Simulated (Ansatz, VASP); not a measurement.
## One calculation of Nb, two programs

The input POSCAR:

```
Nb
1.0
   -1.6220660000      1.6220660000      1.6220660000
    1.6220660000     -1.6220660000      1.6220660000
    1.6220660000      1.6220660000     -1.6220660000
Nb
1
Direct
    0.0000000000      0.0000000000      0.0000000000
```

The input INCAR.step1:

```
SYSTEM = Nb
PREC     = Accurate       ! precision mode
ENCUT    = 520            ! plane-wave cutoff, eV
ISMEAR   = -1             ! smearing method
SIGMA    = 0.1069         ! smearing width, eV
LREAL    = .False.        ! projectors in reciprocal space
LASPH    = .True.         ! aspherical terms in the spheres
NELM     = 80             ! most SCF steps
NBANDS   = 12             ! bands
GGA      = PE             ! functional
ALGO     = Normal         ! electronic algorithm
EDIFF    = 1E-4           ! SCF threshold, eV
LWAVE    = .True.         ! write WAVECAR
LCHARG   = .False.        ! write CHGCAR
```

The input INCAR.step2:

```
SYSTEM = Nb
PREC     = Accurate       ! precision mode
ENCUT    = 520            ! plane-wave cutoff, eV
EDIFF    = 1E-7           ! SCF threshold, eV
ISMEAR   = -1             ! smearing method
SIGMA    = 0.1069         ! smearing width, eV
LREAL    = .False.        ! projectors in reciprocal space
LASPH    = .True.         ! aspherical terms in the spheres
NELM     = 80             ! most SCF steps
ALGO     = Normal         ! electronic algorithm
ISIF     = 2              ! what is computed and relaxed
LWAVE    = .False.        ! write WAVECAR
LCHARG   = .True.         ! write CHGCAR
METAGGA  = R2SCAN         ! meta-GGA
LMIXTAU  = .True.       
LELF     = .True.         ! ELF
LVHAR    = .True.       
NBANDS   = 12             ! bands
ISTART   = 1
```

Contents of KPOINTS:

```
Automatic mesh
0
Gamma
  8 8 8
  0 0 0
```

Input for Ansatz:

```yaml
crystal:
  lattice:
    - [-1.622066, 1.622066, 1.622066]
    - [1.622066, -1.622066, 1.622066]
    - [1.622066, 1.622066, -1.622066]
  atoms:
    - { symbol: Nb, position: [0.0, 0.0, 0.0] }
  symmetry: { tolerance: 0.0003 }
kpoints:
  mp_grid: { grid: [8, 8, 8], shift: [0, 0, 0] }
magnetization:
  spin_polarized: false
scf:
  occupations: { method: fermi_dirac, width: 0.1069 }
  eigensolver: { kind: davidson }
  lower_state_search: full
hamiltonian:
  pseudopotentials: { kind: paw }
  xc: r2scan
basis:
  ecutwfc: 500
output:
  forces: true
  stress: true
  eigenvalues: true
```

The cell was built by a generator and needn't be a form met in nature.

Alike in both runs: task single point; functional r2SCAN; k mesh 8 × 8 × 8; occupations fermi-dirac, width 0.1069 eV; no spin polarisation.

|  | VASP | Ansatz |
| --- | --- | --- |
| version | VASP 6.6.1 | Ansatz 0.2.0 |
| potentials or method | VASP PAW PBE potentials, release 64 (Nb_sv) | PAW plane waves |
| plane-wave cutoff (eV) | 520 | 500 |
| valence electrons in the cell | 13 | 13 |

```csv
,VASP,Ansatz,Ansatz less VASP
gap on the k mesh at the Fermi level (eV),none,none,-
pressure (GPa),11.1,11.3,+0.24
```

A gap of «none» marks a metal or a gap that the smearing closes.

Caveats: the PAW data sets were made with another functional, which shifts forces and pressure a little (VASP).
